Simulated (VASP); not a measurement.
# SiC (Moissanite) (P6_3mc) in VASP: a series of runs

The runs below take SiC (Moissanite) through single point, relaxation of the atoms, with TPSSh, LDA, PBE+D3, HSE06.

Program: VASP 6.6.1. These are calculated values, not measurements. Logs are shortened: lines on timing, memory, paths and dates and some standing lists are left out, and cuts for length are marked.

## (1) The crystal as given

Symmetry: P6_3mc, No. 186, hexagonal system. Conventional cell: a = 3.076 Å, b = 3.076 Å, c = 5.048 Å, α = 90.00°, β = 90.00°, γ = 120.00°. Around Si (site symmetry 3m) lie 4 C at 1.87 to 1.94 Å. C (site symmetry 3m) has 4 Si at 1.87 to 1.94 Å as nearest neighbours.

## (2) Single point, TPSSh (atoms moved at random, drawn with an rms of 0.02 Å)

Input file POSCAR:

```
SiC
1.0
    3.0760000000      0.0000000000      0.0000000000
   -1.5380000000      2.6638941420      0.0000000000
    0.0000000000      0.0000000000      5.0480000000
Si C
2 2
Direct
    0.6602650000      0.3315450000      0.4987880000
    0.3293740000      0.6624680000     -0.0053180000
    0.6662340000      0.3402540000      0.8850980000
    0.3350740000      0.6623020000      0.3860240000
```

Input file INCAR.step1:

```
SYSTEM = SiC
PREC = Accurate
ENCUT = 520
EDIFF = 1E-5
ISMEAR = -5
SIGMA = 0.05
LREAL = .FALSE.
LASPH = .TRUE.
NELM = 100
ALGO = Normal
ISIF = 2
LWAVE = .TRUE.
LCHARG = .FALSE.
GGA = PE
```

Input file INCAR.step2:

```
SYSTEM = SiC
PREC = Accurate
ENCUT = 520
EDIFF = 1E-6
ISMEAR = -5
SIGMA = 0.05
LREAL = .FALSE.
LASPH = .TRUE.
NELM = 100
ALGO = Normal
ISIF = 2
LWAVE = .FALSE.
LCHARG = .FALSE.
METAGGA = TPSS
LHFCALC = .TRUE.
AEXX = 0.1
LMIXTAU = .TRUE.
PRECFOCK = Fast
HFRCUT = -1
ISTART = 1
```

Input file KPOINTS:

```
Automatic mesh
0
G
  5 5 3
  0 0 0
```

Potentials or basis: VASP PAW PBE potentials, release 64 (Si, C).

Run with:

```bash
$ cat potpaw_PBE.64/Si/POTCAR potpaw_PBE.64/C/POTCAR > POTCAR
$ cp INCAR.step1 INCAR
$ mpirun -np 1 vasp_std > vasp.out
$ cp INCAR.step2 INCAR
$ mpirun -np 1 vasp_std > vasp.out
```

OUTCAR:

```text
SYSTEM = SiC
   PREC = Accurate
   ENCUT = 520
   EDIFF = 1E-6
   ISMEAR = -5
   LREAL = .FALSE.
   LASPH = .TRUE.
   NELM = 100
   ISIF = 2
   METAGGA = TPSS
   LHFCALC = .TRUE.
   AEXX = 0.1
   PRECFOCK = Fast
   ISTART = 1

 ion  position               nearest neighbor table
   1  0.660  0.332  0.499-   4 1.84   4 1.87   4 1.89   3 1.95   2 3.06   2 3.07   2 3.07   2 3.10
                             2 3.11   2 3.11
   2  0.329  0.662  0.995-   3 1.84   3 1.85   3 1.89   4 1.98   1 3.06   1 3.07   1 3.07   1 3.10
                             1 3.11   1 3.11
   3  0.666  0.340  0.885-   2 1.84   2 1.85   2 1.89   1 1.95
   4  0.335  0.662  0.386-   1 1.84   1 1.87   1 1.89   2 1.98

  LATTYP: Found a hexagonal cell.
 ALAT       =     3.0760000000
 C/A-ratio  =     1.6410923277

  Lattice vectors:

 A1 = (   3.0760000000,   0.0000000000,   0.0000000000)
 A2 = (  -1.5380000000,   2.6638941420,   0.0000000000)
 A3 = (   0.0000000000,   0.0000000000,   5.0480000000)

Analysis of symmetry for initial positions (statically):
=====================================================================
 Subroutine PRICEL returns:
 Original cell was already a primitive cell.

 Routine SETGRP: Setting up the symmetry group for a
 hexagonal supercell.

 Subroutine GETGRP returns: Found  1 space group operations
 (whereof  1 operations were pure point group operations)
 out of a pool of 24 trial point group operations.

The static configuration has the point symmetry C_1 .

Analysis of symmetry for dynamics (positions and initial velocities):
=====================================================================
 Subroutine PRICEL returns:
 Original cell was already a primitive cell.

 Routine SETGRP: Setting up the symmetry group for a
 hexagonal supercell.

 Subroutine GETGRP returns: Found  1 space group operations
 (whereof  1 operations were pure point group operations)
 out of a pool of 24 trial point group operations.

The dynamic configuration has the point symmetry C_1 .

 Subroutine INISYM returns: Found  1 space group operations
 (whereof  1 operations are pure point group operations),
 and found     1 'primitive' translations

----------------------------------------------------------------------------------------

                                     Primitive cell

  volume of cell :      41.3640

  direct lattice vectors                    reciprocal lattice vectors
     3.076000000  0.000000000  0.000000000     0.325097529  0.187695146  0.000000000
    -1.538000000  2.663894142  0.000000000     0.000000000  0.375390292  0.000000000
     0.000000000  0.000000000  5.048000000     0.000000000  0.000000000  0.198098257

  length of vectors
     3.076000000  3.076000000  5.048000000     0.375390292  0.375390292  0.198098257

  position of ions in fractional coordinates (direct lattice)
     0.660265000  0.331545000  0.498788000
     0.329374000  0.662468000  0.994682000
     0.666234000  0.340254000  0.885098000
     0.335074000  0.662302000  0.386024000

  ion indices of the primitive-cell ions
   primitive index   ion index
                 1           1
                 2           2
                 3           3
                 4           4

----------------------------------------------------------------------------------------

 KPOINTS: Automatic mesh

Automatic generation of k-mesh.
 Grid dimensions read from file:
 generate k-points for:    5    5    3

 Generating k-lattice:

  Cartesian coordinates                     Fractional coordinates (reciprocal lattice)
     0.065019506  0.037539029  0.000000000     0.200000000  0.000000000  0.000000000
     0.000000000  0.075078058  0.000000000     0.000000000  0.200000000  0.000000000
     0.000000000  0.000000000  0.066032752     0.000000000  0.000000000  0.333333333

  Length of vectors
     0.075078058  0.075078058  0.066032752

  Shift w.r.t. Gamma in fractional coordinates (k-lattice)
     0.000000000  0.000000000  0.000000000

 TETIRR: Found    222 inequivalent tetrahedra from      450

 Subroutine IBZKPT returns following result:
 ===========================================

 Found     38 irreducible k-points:

 Following reciprocal coordinates:
            Coordinates               Weight
  0.000000  0.000000  0.000000      1.000000
  0.200000 -0.000000  0.000000      2.000000
  0.000000  0.200000  0.000000      2.000000
 -0.200000  0.200000  0.000000      2.000000
  0.400000 -0.000000  0.000000      2.000000
  0.000000  0.400000  0.000000      2.000000
[... 16 lines left out ...]
 -0.400000  0.400000  0.333333      2.000000
 -0.400000  0.000000  0.333333      2.000000
 [... further k-points ...]
   k-points           NKPTS =     38   k-points in BZ     NKDIM =     75   number of bands    NBANDS=     12
   number of dos      NEDOS =    301   number of ions     NIONS =      4
   total plane-waves  NPLWV =  23040
   dimension x,y,z NGX =    24 NGY =   24 NGZ =   40
   dimension x,y,z NGXF=    48 NGYF=   48 NGZF=   80
   ions per type =               2   2
   NGX,Y,Z   is equivalent  to a cutoff of  12.97, 12.97, 13.17 a.u.
   NGXF,Y,Z  is equivalent  to a cutoff of  25.94, 25.94, 26.35 a.u.
 SYSTEM =  SiC
   PREC   = accura    normal or accurate (medium, high low for compatibility)
   ISTART =      1    job   : 0-new  1-cont  2-samecut
   ICHARG =      0    charge: 1-file 2-atom 10-const
   ISPIN  =      1    spin polarized calculation?
   LNONCOLLINEAR =      F non collinear calculations
   LSORBIT =      F    spin-orbit coupling
   LASPH  =      T    aspherical Exc in radial PAW
   ENCUT  =  520.0 eV  38.22 Ry    6.18 a.u.   5.72  5.72  9.39*2*pi/ulx,y,z
   NELM   =    100;   NELMIN=  2; NELMDL=  0     # of ELM steps
   EDIFF  = 0.1E-05   stopping-criterion for ELM
   LREAL  =      F    real-space projection
   EDIFFG = 0.1E-04   stopping-criterion for IOM
   NSW    =      0    number of steps for IOM
   IBRION =     -1    ionic relax: 0-MD 1-quasi-New 2-CG
   NFREE  =      0    steps in history (QN), initial steepest desc. (CG)
   ISIF   =      2    stress and relaxation
   ISYM   =      3    0-nonsym 1-usesym 2-fastsym
   POTIM  = 0.5000    time-step for ionic-motion
   TEBEG  =    0.0;   TEEND  =   0.0 temperature during run
   PSTRESS=    0.0 pullay stress
   NELECT =      16.0000    total number of electrons
   NUPDOWN=      -1.0000    fix difference up-down
   EMIN   =  10.00;   EMAX   =-10.00  energy-range for DOS
   EFERMI =   0.00;   METHOD = LEGACY
   ISMEAR =    -5;   SIGMA  =   0.05  broadening in eV -4-tet -1-fermi 0-gaus
   EFERMI_NEDOS =   21; number of points for ismear=-14 and -15
   IALGO  =     38    algorithm
   IMIX   =      1    mixing-type and parameters
     AMIX     =   0.40;   BMIX     =  1.00
     AMIX_MAG =   1.60;   BMIX_MAG =  1.00
  volume/ion in A,a.u.               =      10.34        69.78
  Fermi-wavevector in a.u.,A,eV,Ry     =   1.192817  2.254098 19.358549  1.422813
  Thomas-Fermi vector in A             =   2.328847
   LORBIT       =      0    0 simple, 1 ext, 2 COOP (PROOUT), +10 PAW based schemes
   METAGGA = TPSS    functional components
   LHFCALC =     T    Hartree Fock is set to
   PRECFOCK=fast      Normal, Fast or Accurate (Low or Medium for compatibility)
   ENCUT4O =  -1.0   cutoff for four orbital integrals eV
   NKREDX  =     1    reduce k-point grid by
   NKREDY  =     1    reduce k-point grid by
   NKREDZ  =     1    reduce k-point grid by
   AEXX    =    0.1000 exact exchange contribution
   HFSCREEN=    0.0000 screening length (either q_TF or 0.3 A-1)
   HFSCREENC=   0.0000 screening length for correlation (either q_TF or 0.3 A-1)
   ENCUTFOCK=  -1.0 apply spherical cutoff to Coloumb kernel
   IVDW    =     0    specifies the selected vdW correction
   LEPSILON=     F    determine dielectric tensor
   LRPA    =     F    only Hartree local field effects (RPA)
 non-spin polarized calculation
 Fermi weights with tetrahedron method with Bloechl corrections
  energy-cutoff  :      520.00
  volume of cell :       41.36
 maximum number of plane-waves:      1118
  NGX = 14; NGY = 14; NGZ = 24

 number of electron      16.0000000 magnetization

 Free energy of the ion-electron system (eV)
  ---------------------------------------------------
  ext. energy  EPLUGINS =         0.00000000
  ---------------------------------------------------
  free energy    TOTEN  =       -43.42840064 eV

  energy without entropy =      -43.42840064  energy(sigma->0) =      -43.42840064

 E-fermi :   8.2260     XC(G=0): -10.6115

 val. band max:        8.1574510026   @ k =   0.0000   0.0000   0.0000
 cond. band min:      11.5380501344   @ k =   0.0000   0.4000   0.0000
 fundamental gap:      3.3805991318
 Fermi energy:         8.2260132275

 k-point     1 :       0.0000    0.0000    0.0000
  band No.  band energies     occupation
      1      -8.6402      2.00000
      2      -5.0448      2.00000
      3      -1.0438      2.00000
      4       6.2269      2.00000
      5       6.4752      2.00000
      6       7.6038      2.00000
      7       7.7545      2.00000
      8       8.1575      2.00000
      9      13.5376      0.00000
     10      14.9086      0.00000
     11      15.5010      0.00000
     12      15.5673      0.00000

 k-point     2 :       0.2000   -0.0000    0.0000
  band No.  band energies     occupation
      1      -7.9203      2.00000
      2      -4.4424      2.00000
      3      -0.3758      2.00000
      4       3.4296      2.00000
      5       5.4216      2.00000
      6       5.4974      2.00000
      7       7.2182      2.00000
      8       7.5926      2.00000
      9      13.2250      0.00000
     10      15.2983      0.00000
     11      15.7773      0.00000
     12      16.5374      0.00000

 k-point     3 :       0.0000    0.2000    0.0000
  band No.  band energies     occupation
      1      -7.9216      2.00000
      2      -4.4419      2.00000
      3      -0.3773      2.00000
      4       3.4682      2.00000
      5       5.3613      2.00000
      6       5.5361      2.00000
      7       7.1857      2.00000
      8       7.6051      2.00000
      9      13.2102      0.00000
     10      15.2482      0.00000
     11      15.7866      0.00000
     12      16.5308      0.00000
[... 286 lines left out ...]
 k-point    23 :      -0.4000    0.4000    0.3333
  band No.  band energies     occupation
      1      -5.4468      2.00000
      2      -4.2015      2.00000
      3      -0.5115      2.00000
      4       0.6618      2.00000
      5       4.0139      2.00000
      6       4.8975      2.00000
      7       5.9283      2.00000
      8       6.1870      2.00000
      9      11.7001      0.00000
     10      12.3839      0.00000
     11      14.3472      0.00000
     12      15.7138      0.00000

 k-point    24 :      -0.4000    0.0000    0.3333
  band No.  band energies     occupation
      1      -5.4741      2.00000
      2      -4.2050      2.00000
      3      -0.4689      2.00000
      4       0.7782      2.00000
      5       3.9726      2.00000
      6       4.8274      2.00000
      7       5.8454      2.00000
      8       6.2004      2.00000
      9      11.6804      0.00000
     10      12.3651      0.00000
     11      14.3312      0.00000
     12      15.7689      0.00000

 [... further k-points ...]

------------------------ aborting loop because EDIFF is reached ----------------------------------------

  FORCE on cell =-STRESS in cart. coord.  units (eV):
  Direction    XX          YY          ZZ          XY          YZ          ZX
  --------------------------------------------------------------------------------------
  -------------------------------------------------------------------------------------
  Total        0.9789923      0.1498867     -1.0921362     -0.3892010      0.1040519      0.1221551
  in kB       37.9199038      5.8056529    -42.3023733    -15.0751603      4.0303046      4.7315069
  external PRESSURE =       0.4743945 kB  Pullay stress =       0.0000000 kB

 VOLUME and BASIS-vectors are now :
 -----------------------------------------------------------------------------
  energy-cutoff  :      520.00
  volume of cell :       41.36
      direct lattice vectors                 reciprocal lattice vectors
     3.076000000  0.000000000  0.000000000     0.325097529  0.187695146  0.000000000
    -1.538000000  2.663894142  0.000000000     0.000000000  0.375390292  0.000000000
     0.000000000  0.000000000  5.048000000     0.000000000  0.000000000  0.198098257

 POSITION                                       TOTAL-FORCE (eV/Angst)
 -----------------------------------------------------------------------------------
      1.52106      0.88320      2.51788         0.601434     -0.110075      0.710460
     -0.00572      1.76474      5.02115        -0.103242      0.573363      1.345156
      1.52603      0.90640      4.46797         0.129208     -0.625994     -1.006126
      0.01207      1.76430      1.94865        -0.627401      0.162706     -1.049490
 -----------------------------------------------------------------------------------
    total drift:                                0.000060      0.000022     -0.000241

  FREE ENERGIE OF THE ION-ELECTRON SYSTEM (eV)
  ---------------------------------------------------
  free  energy   TOTEN  =       -43.4284006410 eV

  energy  without entropy=      -43.4284006410  energy(sigma->0) =      -43.42840064
```

It took 6.7 min on 1 thread of Intel Xeon Platinum 8488C (Sapphire Rapids), shared host; peak memory 0.18 GiB.

Results:

* Free energy: -43.4284 eV
* Pressure: 0.0 GPa
* Largest force: 1.466 eV/Å
* Band gap on the k mesh: 3.38 eV, indirect (least direct gap 4.97 eV)

Forces in eV/Å, atoms in the order of the input:
```
Si   0.601 -0.110  0.710
Si  -0.103  0.573  1.345
C    0.129 -0.626 -1.006
C   -0.627  0.163 -1.049
```

Caveat: the k mesh is coarse (spacing up to 0.47 Å⁻¹), so the values aren't converged, least of all with exact exchange; the PAW data sets were made with another functional, which shifts forces and pressure a little; an odd mesh through Γ misses points on the zone boundary, where band edges often lie.

[end of part 1 of 2]
